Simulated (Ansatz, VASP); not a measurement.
## One calculation of ZnSe, two programs

INCAR

```
PREC = Accurate ; ENCUT = 520
EDIFF = 1E-6 ; ISMEAR = 0
SIGMA = 0.05 ; LREAL = F
LASPH = T ; NELM = 60
ALGO = Normal ; ISIF = 2
LWAVE = F ; LCHARG = F
GGA = PE ; NBANDS = 16
```

KPOINTS

```
regular mesh
0
Gamma
  8 8 8
```

POSCAR

```
ZnSe
1.0
    0.0000000000      2.9805569459      2.9805569459
    2.9805569459      0.0000000000      2.9805569459
    2.9805569459      2.9805569459      0.0000000000
Zn Se
1 1
Direct
    0.0000000000      0.0000000000      0.0000000000
    0.7500000000      0.7500000000      0.7500000000
```

Input for Ansatz:

```yaml
crystal:
  lattice:
    - [0.0, 2.9805569459, 2.9805569459]
    - [2.9805569459, 0.0, 2.9805569459]
    - [2.9805569459, 2.9805569459, 0.0]
  atoms:
    - { symbol: Zn, position: [0.0, 0.0, 0.0] }
    - { symbol: Se, position: [0.75, 0.75, 0.75] }
basis:
  ecutwfc: 420
kpoints:
  mp_grid: { grid: [8, 8, 8] }
hamiltonian:
  xc: pbe
scf:
  occupations: { method: gaussian, width: 0.05 }
output:
  forces: true
  stress: true
  eigenvalues: true
```

Change from the starting cell: strain +0.040 along x and y, +0.040 along z, atoms carried along.

Alike in both runs: task single point; functional PBE; k mesh 8 × 8 × 8; occupations gaussian, width 0.05 eV; no spin polarisation.

|  | VASP | Ansatz |
| --- | --- | --- |
| version | VASP 6.6.1 | Ansatz 0.2.0 |
| potentials or method | VASP PAW PBE potentials, release 64 (Zn, Se) | scalar-relativistic, plane waves, PAW |
| plane-wave cutoff (eV) | 520 | 420 |
| valence electrons in the cell | 18 | 28 |

```csv
,VASP,Ansatz,Ansatz less VASP
gap on the k mesh at the Fermi level (eV),0.72,0.72,+0.001
least direct gap on the mesh (eV),0.72,0.72,+0.001
pressure (GPa),-5.0,-5.1,-0.13
```

The two sets of potentials don't hold the same shells in valence.
